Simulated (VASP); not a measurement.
Wanted: the native input for a VASP 6.6.1 run.

```yaml
Task: band structure
Functional: PBEsol
Dispersion: D3
Potentials_or_basis: VASP PAW PBE potentials, release 64 (Ho_3), 4f in core
Cutoff: 520 eV
k_mesh: 6 × 6 × 6
Occupations: gaussian, width 0.05 eV
Spin: collinear spin, ferromagnetic start
Starting_moments: "[4.0, 4.0, 4.0, 4.0] μB"
Fixed_moment: 2 μB
Hubbard_terms: Ho f U = 8 eV, J = 0.5 eV
LDAUTYPE: 2
Hund's_J: 0.5
Further_INCAR_settings: ALGO = Normal; EDIFF = 1e-06; NBANDS = 30
```

The structure of Ho lies in POSCAR:

```
Ho
 1.0000000000000000
     4.9884906899999999    0.0000000000000000    0.0000000000000000
     0.0000000000000000    4.9884906899999999    0.0000000000000000
     0.0000000000000000    0.0000000000000000    4.9884906899999999
 Ho 
   4
Cartesian
  0.0000000000000000  0.0000000000000000  0.0000000000000000
  0.0000000000000000  2.4942453449999999  2.4942453449999999
  2.4942453449999999  0.0000000000000000  2.4942453449999999
  2.4942453449999999  2.4942453449999999  0.0000000000000000
```

This isn't the form of Ho at room conditions, which is hcp.

One way to write it, as run:

Ho.cif

```cif
data_Ho
_cell_length_a 4.98849069
_cell_length_b 4.98849069
_cell_length_c 4.98849069
_cell_angle_alpha 90.00000000
_cell_angle_beta 90.00000000
_cell_angle_gamma 90.00000000
_space_group_name_H-M_alt 'Fm-3m'
_space_group_name_Hall '-F 4 2 3'
_space_group_IT_number 225
loop_
_space_group_symop_operation_xyz
'x,y,z'
'-x,-y,-z'
'-y,x,z'
'y,-x,-z'
'-x,-y,z'
'x,y,-z'
'y,-x,z'
'-y,x,-z'
'x,-y,-z'
'-x,y,z'
'-y,-x,-z'
'y,x,z'
'-x,y,-z'
'x,-y,z'
'y,x,-z'
'-y,-x,z'
'z,x,y'
'-z,-x,-y'
'z,-y,x'
'-z,y,-x'
'z,-x,-y'
'-z,x,y'
'z,y,-x'
'-z,-y,x'
'-z,x,-y'
'z,-x,y'
'-z,-y,-x'
'z,y,x'
'-z,-x,y'
'z,x,-y'
'-z,y,x'
'z,-y,-x'
'y,z,x'
'-y,-z,-x'
'x,z,-y'
'-x,-z,y'
'-y,z,-x'
'y,-z,x'
'-x,z,y'
'x,-z,-y'
'-y,-z,x'
'y,z,-x'
'-x,-z,-y'
'x,z,y'
'y,-z,-x'
'-y,z,x'
'x,-z,y'
'-x,z,-y'
'x,y+1/2,z+1/2'
'-x,-y+1/2,-z+1/2'
'-y,x+1/2,z+1/2'
'y,-x+1/2,-z+1/2'
'-x,-y+1/2,z+1/2'
'x,y+1/2,-z+1/2'
'y,-x+1/2,z+1/2'
'-y,x+1/2,-z+1/2'
'x,-y+1/2,-z+1/2'
'-x,y+1/2,z+1/2'
'-y,-x+1/2,-z+1/2'
'y,x+1/2,z+1/2'
[... 40 lines left out ...]
'-x+1/2,-y,z+1/2'
'x+1/2,y,-z+1/2'
'y+1/2,-x,z+1/2'
'-y+1/2,x,-z+1/2'
'x+1/2,-y,-z+1/2'
'-x+1/2,y,z+1/2'
'-y+1/2,-x,-z+1/2'
'y+1/2,x,z+1/2'
'-x+1/2,y,-z+1/2'
'x+1/2,-y,z+1/2'
'y+1/2,x,-z+1/2'
'-y+1/2,-x,z+1/2'
'z+1/2,x,y+1/2'
'-z+1/2,-x,-y+1/2'
'z+1/2,-y,x+1/2'
'-z+1/2,y,-x+1/2'
'z+1/2,-x,-y+1/2'
'-z+1/2,x,y+1/2'
'z+1/2,y,-x+1/2'
'-z+1/2,-y,x+1/2'
'-z+1/2,x,-y+1/2'
'z+1/2,-x,y+1/2'
'-z+1/2,-y,-x+1/2'
'z+1/2,y,x+1/2'
'-z+1/2,-x,y+1/2'
'z+1/2,x,-y+1/2'
'-z+1/2,y,x+1/2'
'z+1/2,-y,-x+1/2'
'y+1/2,z,x+1/2'
'-y+1/2,-z,-x+1/2'
'x+1/2,z,-y+1/2'
'-x+1/2,-z,y+1/2'
'-y+1/2,z,-x+1/2'
'y+1/2,-z,x+1/2'
'-x+1/2,z,y+1/2'
'x+1/2,-z,-y+1/2'
'-y+1/2,-z,x+1/2'
'y+1/2,z,-x+1/2'
'-x+1/2,-z,-y+1/2'
'x+1/2,z,y+1/2'
'y+1/2,-z,-x+1/2'
'-y+1/2,z,x+1/2'
'x+1/2,-z,y+1/2'
'-x+1/2,z,-y+1/2'
'x+1/2,y+1/2,z'
'-x+1/2,-y+1/2,-z'
'-y+1/2,x+1/2,z'
'y+1/2,-x+1/2,-z'
'-x+1/2,-y+1/2,z'
'x+1/2,y+1/2,-z'
'y+1/2,-x+1/2,z'
'-y+1/2,x+1/2,-z'
'x+1/2,-y+1/2,-z'
'-x+1/2,y+1/2,z'
'-y+1/2,-x+1/2,-z'
'y+1/2,x+1/2,z'
'-x+1/2,y+1/2,-z'
'x+1/2,-y+1/2,z'
'y+1/2,x+1/2,-z'
'-y+1/2,-x+1/2,z'
'z+1/2,x+1/2,y'
'-z+1/2,-x+1/2,-y'
'z+1/2,-y+1/2,x'
'-z+1/2,y+1/2,-x'
'z+1/2,-x+1/2,-y'
'-z+1/2,x+1/2,y'
'z+1/2,y+1/2,-x'
'-z+1/2,-y+1/2,x'
'-z+1/2,x+1/2,-y'
'z+1/2,-x+1/2,y'
'-z+1/2,-y+1/2,-x'
'z+1/2,y+1/2,x'
'-z+1/2,-x+1/2,y'
'z+1/2,x+1/2,-y'
'-z+1/2,y+1/2,x'
'z+1/2,-y+1/2,-x'
'y+1/2,z+1/2,x'
'-y+1/2,-z+1/2,-x'
'x+1/2,z+1/2,-y'
'-x+1/2,-z+1/2,y'
'-y+1/2,z+1/2,-x'
'y+1/2,-z+1/2,x'
'-x+1/2,z+1/2,y'
'x+1/2,-z+1/2,-y'
'-y+1/2,-z+1/2,x'
'y+1/2,z+1/2,-x'
'-x+1/2,-z+1/2,-y'
'x+1/2,z+1/2,y'
'y+1/2,-z+1/2,-x'
'-y+1/2,z+1/2,x'
'x+1/2,-z+1/2,y'
'-x+1/2,z+1/2,-y'
loop_
_atom_site_label
_atom_site_type_symbol
_atom_site_symmetry_multiplicity
_atom_site_Wyckoff_symbol
_atom_site_fract_x
_atom_site_fract_y
_atom_site_fract_z
_atom_site_occupancy
Ho1 Ho 4 a 0.0000000000 0.0000000000 0.0000000000 1
```

INCAR.step1

```
PREC = Accurate ; ENCUT = 520
EDIFF = 1E-6 ; ISMEAR = 0
SIGMA = 0.05 ; LREAL = F
LASPH = T ; NELM = 100
ALGO = Normal ; ISIF = 2
LWAVE = F ; LCHARG = T
ISPIN = 2 ; MAGMOM = 4 4 4 4
LORBIT = 11 ; NUPDOWN = 2
LMAXMIX = 6 ; LDAU = T
LDAUTYPE = 2 ; LDAUL = 3
LDAUU = 8 ; LDAUJ = 0.5
LDAUPRINT = 1 ; GGA = PS
IVDW = 11 ; NBANDS = 30
```

KPOINTS.step1

```
Automatic mesh
0
Gamma
  6 6 6
```

INCAR.step2

```
PREC = Accurate ; ENCUT = 520
EDIFF = 1E-6 ; ISMEAR = 0
SIGMA = 0.05 ; LREAL = F
LASPH = T ; NELM = 100
ALGO = Normal ; ISIF = 2
LWAVE = F ; LCHARG = F
ISPIN = 2 ; MAGMOM = 4 4 4 4
LORBIT = 11 ; NUPDOWN = 2
LMAXMIX = 6 ; LDAU = T
LDAUTYPE = 2 ; LDAUL = 3
LDAUU = 8 ; LDAUJ = 0.5
LDAUPRINT = 1 ; GGA = PS
IVDW = 11 ; NBANDS = 30
ICHARG = 11
```

KPOINTS.step2

```
path GXMGRX,MR
20
line-mode
reciprocal
 0.0000000000  0.0000000000  0.0000000000  G
 0.0000000000  0.5000000000  0.0000000000  X

 0.0000000000  0.5000000000  0.0000000000  X
 0.5000000000  0.5000000000  0.0000000000  M

 0.5000000000  0.5000000000  0.0000000000  M
 0.0000000000  0.0000000000  0.0000000000  G

 0.0000000000  0.0000000000  0.0000000000  G
 0.5000000000  0.5000000000  0.5000000000  R

 0.5000000000  0.5000000000  0.5000000000  R
 0.0000000000  0.5000000000  0.0000000000  X

 0.5000000000  0.5000000000  0.0000000000  M
 0.5000000000  0.5000000000  0.5000000000  R
```

Potentials or basis: VASP PAW PBE potentials, release 64 (Ho_3), 4f in core.

Command:

```bash
$ ase convert -i cif -o vasp Ho.cif POSCAR
$ cat potpaw_PBE.64/Ho_3/POTCAR > POTCAR
$ cp INCAR.step1 INCAR
$ cp KPOINTS.step1 KPOINTS
$ mpirun -np 1 vasp_std > vasp.out
$ cp INCAR.step2 INCAR
$ cp KPOINTS.step2 KPOINTS
$ mpirun -np 1 vasp_std > vasp.out
```

Results of the run:

| Quantity | Value |
| --- | --- |
| Net moment | 2.00 μB per cell |
| Dispersion energy per atom | -0.242 eV |

Caveat: the log is that of the step along the path at fixed density, whose energy, stress, charges and moments have no meaning; the magnetic or orbital state may not be the lowest; the moment is held away from its start; U is put on an f shell that these potentials keep in the core, so it has next to no effect; the total moment is fixed, so each spin has its own Fermi level.

It took 11 min on 1 thread of Intel(R) Xeon(R) Platinum 8488C (Sapphire Rapids), with other jobs on the host, peak memory 0.69 GiB.
